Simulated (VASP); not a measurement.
# Au in VASP: further runs

Aim: see how the results for Au move with the level of theory and the settings. Levels: PBE, LDA, LDA+U. Tasks: relaxation of the atoms, single point.

Everything below comes from runs of VASP 6.6.1. Logs are shortened: lines on timing, memory, paths and dates and some standing lists are left out, and cuts for length are marked.

### 1 Starting point

The cell holds a slab with vacuum, 6 atoms: a = 2.823 Å, b = 2.920 Å, c = 27.233 Å, α = 90.00°, β = 90.00°, γ = 118.91°.

The slab is cut from a database's or a generator's crystal, which needn't be the stable form of the element.

### 2 Relaxation of the atoms, PBE

Input file INCAR:

```
SYSTEM = Au
PREC = Accurate
ENCUT = 520
EDIFF = 1E-6
ISMEAR = -1
SIGMA = 0.05
LREAL = .FALSE.
LASPH = .TRUE.
NELM = 60
ALGO = Normal
ISIF = 2
LWAVE = .FALSE.
LCHARG = .FALSE.
LDIPOL = .TRUE.
IDIPOL = 3
DIPOL = 0.5 0.5 0.500
GGA = PE
IBRION = 2
NSW = 60
EDIFFG = -0.01
```

Input file KPOINTS:

```
regular mesh
0
G
  8 8 1
  0 0 0
```

Input file POSCAR:

```
Au
1.0
    2.8226199300      0.0000000000      0.0000000000
   -1.4113099650      2.5559330250      0.0000000000
    0.0000000000      0.0000000000     27.2329240250
Au
6
Selective dynamics
Direct
    0.3346720300      0.6693440600      0.2754019360  F F F
    0.6653279700      0.3306559400      0.3652411616  F F F
    0.3346720300      0.6693440600      0.4550803872  F F F
    0.6653279700      0.3306559400      0.5449196128  T T T
    0.3346720300      0.6693440600      0.6347588384  T T T
    0.6653279700      0.3306559400      0.7245980640  T T T
```

Potentials or basis: VASP PAW PBE potentials, release 64 (Au).

Command:

```console
$ cat potpaw_PBE.64/Au/POTCAR > POTCAR
$ mpirun -np 1 vasp_std > vasp.out
```

OUTCAR:

```text
SYSTEM = Au
   PREC = Accurate
   ENCUT = 520
   EDIFF = 1E-6
   ISMEAR = -1
   LREAL = .FALSE.
   LASPH = .TRUE.
   NELM = 60
   ISIF = 2
   GGA = PE
   IBRION = 2
   NSW = 60
   EDIFFG = -0.01

 ion  position               nearest neighbor table
   1  0.335  0.669  0.275-   2 2.95   2 2.95   2 2.97
   2  0.665  0.331  0.365-   1 2.95   1 2.95   3 2.95   3 2.95   1 2.97   3 2.97
   3  0.335  0.669  0.455-   2 2.95   4 2.95   2 2.95   4 2.95   2 2.97   4 2.97
   4  0.665  0.331  0.545-   3 2.95   5 2.95   3 2.95   5 2.95   3 2.97   5 2.97
   5  0.335  0.669  0.635-   6 2.95   6 2.95   4 2.95   4 2.95   6 2.97   4 2.97
   6  0.665  0.331  0.725-   5 2.95   5 2.95   5 2.97

  LATTYP: Found a base centered orthorhombic cell.
 ALAT       =     2.8226199300
 B/A-ratio  =     1.8110359088
 C/A-ratio  =     9.6481016575

  Lattice vectors:

 A1 = (   1.4113099650,  -2.5559330250,   0.0000000000)
 A2 = (   1.4113099650,   2.5559330250,   0.0000000000)
 A3 = (   0.0000000000,   0.0000000000,  27.2329240250)

Analysis of symmetry for initial positions (statically):
=====================================================================
 Subroutine PRICEL returns:
 Original cell was already a primitive cell.

 Routine SETGRP: Setting up the symmetry group for a
 base centered orthorhombic supercell.

 Subroutine GETGRP returns: Found  4 space group operations
 (whereof  4 operations were pure point group operations)
 out of a pool of  8 trial point group operations.

The static configuration has the point symmetry C_2h.

Analysis of symmetry for dynamics (positions and initial velocities):
=====================================================================
 Subroutine PRICEL returns:
 Original cell was already a primitive cell.

 Routine SETGRP: Setting up the symmetry group for a
 base centered orthorhombic supercell.

 Subroutine GETGRP returns: Found  4 space group operations
 (whereof  4 operations were pure point group operations)
 out of a pool of  8 trial point group operations.

The dynamic configuration has the point symmetry C_2h.

Analysis of constrained symmetry for selective dynamics:
=====================================================================
 Subroutine PRICEL returns:
 Original cell was already a primitive cell.

 Routine SETGRP: Setting up the symmetry group for a
 base centered orthorhombic supercell.

 Subroutine GETGRP returns: Found  2 space group operations
 (whereof  2 operations were pure point group operations)
 out of a pool of  8 trial point group operations.

The constrained configuration has the point symmetry C_1h.

 Subroutine INISYM returns: Found  2 space group operations
 (whereof  2 operations are pure point group operations),
 and found     1 'primitive' translations

----------------------------------------------------------------------------------------

                                     Primitive cell

  volume of cell :     196.4700

  direct lattice vectors                    reciprocal lattice vectors
     2.822619930  0.000000000  0.000000000     0.354280783  0.195623279  0.000000000
    -1.411309965  2.555933025  0.000000000     0.000000000  0.391246559  0.000000000
     0.000000000  0.000000000 27.232924025     0.000000000  0.000000000  0.036720258

  length of vectors
     2.822619930  2.919689957 27.232924025     0.404701545  0.391246559  0.036720258

  position of ions in fractional coordinates (direct lattice)
     0.334672030  0.669344060  0.275401936
     0.665327970  0.330655940  0.365241162
     0.334672030  0.669344060  0.455080387
     0.665327970  0.330655940  0.544919613
     0.334672030  0.669344060  0.634758838
     0.665327970  0.330655940  0.724598064

  ion indices of the primitive-cell ions
   primitive index   ion index
                 1           1
                 2           2
                 3           3
                 4           4
                 5           5
                 6           6

----------------------------------------------------------------------------------------

 KPOINTS: regular mesh

Automatic generation of k-mesh.
 Grid dimensions read from file:
 generate k-points for:    8    8    1

 Generating k-lattice:

  Cartesian coordinates                     Fractional coordinates (reciprocal lattice)
     0.044285098  0.024452910  0.000000000     0.125000000  0.000000000  0.000000000
     0.000000000  0.048905820  0.000000000     0.000000000  0.125000000  0.000000000
     0.000000000  0.000000000  0.036720258     0.000000000  0.000000000  1.000000000

  Length of vectors
     0.050587693  0.048905820  0.036720258

  Shift w.r.t. Gamma in fractional coordinates (k-lattice)
     0.000000000  0.000000000  0.000000000

 Subroutine IBZKPT returns following result:
 ===========================================

 Found     21 irreducible k-points:

 Following reciprocal coordinates:
            Coordinates               Weight
  0.000000  0.000000  0.000000      1.000000
  0.125000  0.000000  0.000000      4.000000
  0.250000  0.000000  0.000000      4.000000
  0.375000  0.000000  0.000000      4.000000
  0.500000  0.000000  0.000000      2.000000
  0.000000  0.125000  0.000000      2.000000
[... 13 lines left out ...]
  0.250000  0.375000  0.000000      2.000000
  0.000000  0.500000  0.000000      1.000000
   k-points           NKPTS =     21   k-points in BZ     NKDIM =     21   number of bands    NBANDS=     39
   number of dos      NEDOS =    301   number of ions     NIONS =      6
   total plane-waves  NPLWV = 120960
   dimension x,y,z NGX =    24 NGY =   24 NGZ =  210
   dimension x,y,z NGXF=    48 NGYF=   48 NGZF=  420
   ions per type =               6
   NGX,Y,Z   is equivalent  to a cutoff of  14.14, 13.67, 12.82 a.u.
   NGXF,Y,Z  is equivalent  to a cutoff of  28.27, 27.33, 25.64 a.u.
 SYSTEM =  Au
   PREC   = accura    normal or accurate (medium, high low for compatibility)
   ISTART =      0    job   : 0-new  1-cont  2-samecut
   ICHARG =      2    charge: 1-file 2-atom 10-const
   ISPIN  =      1    spin polarized calculation?
   LNONCOLLINEAR =      F non collinear calculations
   LSORBIT =      F    spin-orbit coupling
   LASPH  =      T    aspherical Exc in radial PAW
   ENCUT  =  520.0 eV  38.22 Ry    6.18 a.u.   5.25  5.43 50.64*2*pi/ulx,y,z
   NELM   =     60;   NELMIN=  2; NELMDL= -5     # of ELM steps
   EDIFF  = 0.1E-05   stopping-criterion for ELM
   LREAL  =      F    real-space projection
   EDIFFG = -.1E-01   stopping-criterion for IOM
   NSW    =     60    number of steps for IOM
   IBRION =      2    ionic relax: 0-MD 1-quasi-New 2-CG
   NFREE  =      1    steps in history (QN), initial steepest desc. (CG)
   ISIF   =      2    stress and relaxation
   ISYM   =      2    0-nonsym 1-usesym 2-fastsym
   POTIM  = 0.5000    time-step for ionic-motion
   TEBEG  =    0.0;   TEEND  =   0.0 temperature during run
   PSTRESS=    0.0 pullay stress
   NELECT =      66.0000    total number of electrons
   NUPDOWN=      -1.0000    fix difference up-down
   EMIN   =  10.00;   EMAX   =-10.00  energy-range for DOS
   EFERMI =   0.00;   METHOD = LEGACY
   ISMEAR =    -1;   SIGMA  =   0.05  broadening in eV -4-tet -1-fermi 0-gaus
   EFERMI_NEDOS =   21; number of points for ismear=-14 and -15
   IALGO  =     38    algorithm
   IMIX   =      4    mixing-type and parameters
     AMIX     =   0.40;   BMIX     =  1.00
     AMIX_MAG =   1.60;   BMIX_MAG =  1.00
  volume/ion in A,a.u.               =      32.74       220.97
  Fermi-wavevector in a.u.,A,eV,Ry     =   1.138040  2.150583 17.621374  1.295134
  Thomas-Fermi vector in A             =   2.274744
   LORBIT       =      0    0 simple, 1 ext, 2 COOP (PROOUT), +10 PAW based schemes
   GGA     = PE    functional components
   LHFCALC =     F    Hartree Fock is set to
   AEXX    =    0.0000 exact exchange contribution
   IVDW    =     0    specifies the selected vdW correction
   LEPSILON=     F    determine dielectric tensor
   LRPA    =     F    only Hartree local field effects (RPA)
 conjugate gradient relaxation of ions
 non-spin polarized calculation
  energy-cutoff  :      520.00
  volume of cell :      196.47
 maximum number of plane-waves:      5350
 NGX is ok and might be reduce to    24
   NGX = 11   NGY = 11   NGZ =101

--------------------------------------- Ionic step        1  -------------------------------------------

 number of electron      66.0000000 magnetization

 Free energy of the ion-electron system (eV)
  ---------------------------------------------------
  ext. energy  EPLUGINS =         0.00000000
  ---------------------------------------------------
  free energy    TOTEN  =       -18.64177047 eV

  energy without entropy =      -18.61969342  energy(sigma->0) =      -18.63073195

------------------------ aborting loop because EDIFF is reached ----------------------------------------

  FORCE on cell =-STRESS in cart. coord.  units (eV):
  Direction    XX          YY          ZZ          XY          YZ          ZX
  --------------------------------------------------------------------------------------
  -------------------------------------------------------------------------------------
  Total       -0.4526445     -0.1325502      1.6412281      0.0000000     -0.0338276      0.0000000
  in kB       -3.6912352     -1.0809230     13.3839212      0.0000000     -0.2758584      0.0000000
  external PRESSURE =       2.8705877 kB  Pullay stress =       0.0000000 kB
[... 101 lines left out ...]
  FREE ENERGIE OF THE ION-ELECTRON SYSTEM (eV)
  ---------------------------------------------------
  free  energy   TOTEN  =       -18.6475214106 eV

  energy  without entropy=      -18.6257310549  energy(sigma->0) =      -18.63662623

 vacuum level on the upper side and lower side of the slab       (xc-potential included)        -0.062        -0.135

 dipolmoment           0.000000      0.000000     -0.000242 electrons x Angstroem

[... ionic steps 4 to 9 ...]

--------------------------------------- Ionic step       10  -------------------------------------------

 number of electron      66.0000001 magnetization

------------------------ aborting loop because EDIFF is reached ----------------------------------------

  FORCE on cell =-STRESS in cart. coord.  units (eV):
  Direction    XX          YY          ZZ          XY          YZ          ZX
  --------------------------------------------------------------------------------------
  -------------------------------------------------------------------------------------
  Total       -1.0220743     -0.8764231      0.7065762      0.0000000     -0.0165506      0.0000000
  in kB       -8.3348328     -7.1470732      5.7620024      0.0000000     -0.1349668      0.0000000
  external PRESSURE =      -3.2399678 kB  Pullay stress =       0.0000000 kB
[... 65 lines left out ...]
  energy  without entropy=      -18.6346065862  energy(sigma->0) =      -18.64451924

--------------------------------------- Ionic step       12  -------------------------------------------

 number of electron      66.0000005 magnetization

 dipolmoment           0.000000      0.000000      0.001955 electrons x Angstroem

 Free energy of the ion-electron system (eV)
  ---------------------------------------------------
  ext. energy  EPLUGINS =         0.00000000
  ---------------------------------------------------
  free energy    TOTEN  =       -18.65459007 eV

  energy without entropy =      -18.63480796  energy(sigma->0) =      -18.64469902

 E-fermi :   2.3644     XC(G=0):  -7.3583

 val. band max:        2.3463693103   @ k =   0.1250   0.3750   0.0000
 cond. band min:       2.3883825277   @ k =   0.3750   0.1250   0.0000
 fundamental gap:      0.0420132173
 Fermi energy:         2.3644162610

 k-point     1 :       0.0000    0.0000    0.0000
  band No.  band energies     occupation
      1      -6.9092      2.00000
      2      -6.3578      2.00000
      3      -5.5884      2.00000
      4      -4.9843      2.00000
      5      -4.7107      2.00000
      6      -4.6427      2.00000
[... 871 lines left out ...]
     38       5.7399      0.00000
     39       6.3661      0.00000

------------------------ aborting loop because EDIFF is reached ----------------------------------------

 vacuum level on the upper side and lower side of the slab       (xc-potential included)         0.017        -0.031

  FORCE on cell =-STRESS in cart. coord.  units (eV):
  Direction    XX          YY          ZZ          XY          YZ          ZX
  --------------------------------------------------------------------------------------
  -------------------------------------------------------------------------------------
  Total       -1.0613562     -0.9205728      0.6275288      0.0000000     -0.0170423      0.0000000
  in kB       -8.6551695     -7.5071060      5.1173855      0.0000000     -0.1389770      0.0000000
  external PRESSURE =      -3.6816300 kB  Pullay stress =       0.0000000 kB

 VOLUME and BASIS-vectors are now :
 -----------------------------------------------------------------------------
  energy-cutoff  :      520.00
  volume of cell :      196.47
      direct lattice vectors                 reciprocal lattice vectors
     2.822619930  0.000000000  0.000000000     0.354280783  0.195623279  0.000000000
    -1.411309965  2.555933025  0.000000000     0.000000000  0.391246559  0.000000000
     0.000000000  0.000000000 27.232924025     0.000000000  0.000000000  0.036720258
[... 12 lines left out ...]
  FREE ENERGIE OF THE ION-ELECTRON SYSTEM (eV)
  ---------------------------------------------------
  free  energy   TOTEN  =       -18.6545900740 eV

  energy  without entropy=      -18.6348079638  energy(sigma->0) =      -18.64469902

 reached required accuracy - stopping structural energy minimisation

 vacuum level on the upper side and lower side of the slab         7.664         7.614
```

It took 39 min on 1 thread of Intel Xeon Platinum 8375C at 2.90GHz (Ice Lake), shared host; peak memory 0.41 GiB.

Results:

```
Free energy               : -18.6546 eV
Energy gained by relaxing : 2.1 meV/atom
Ionic steps               : 12
Band gap on the k mesh    : none (metal or under the smearing width)
```

Step by step:
```
step  energy change (eV)  largest force (eV/Å)  pressure (GPa)
   1              0.0000                0.2328            0.29
   2             -0.0036                0.2308            0.23
   3             -0.0058                0.2281            0.17
   4             -0.0068                0.2279            0.12
   5             -0.0085                0.2273            0.02
   6             -0.0072                0.2256           -0.16
   7             -0.0087                0.2270           -0.03
   8             -0.0098                0.2254           -0.09
   9             -0.0114                0.2213           -0.27
  10             -0.0125                0.2210           -0.32
  11             -0.0127                0.2209           -0.35
  12             -0.0128                0.2199           -0.37
```

Final structure:
```xyz
6
Lattice="2.8226 0.0000 0.0000 -1.4113 2.5559 0.0000 0.0000 0.0000 27.2329" Properties=species:S:1:pos:R:3 pbc="T T T"
Au    0.0000    1.7108    7.5000
Au    1.4113    0.8451    9.9466
Au    0.0000    1.7108   12.3932
Au    1.4113    0.8159   14.8768
Au    0.0000    1.7248   17.3388
Au    1.4113    0.8404   19.8709
```

The run has no spin-orbit coupling, so splittings on Au are missing.

(Part 1 of 2 ends here.)
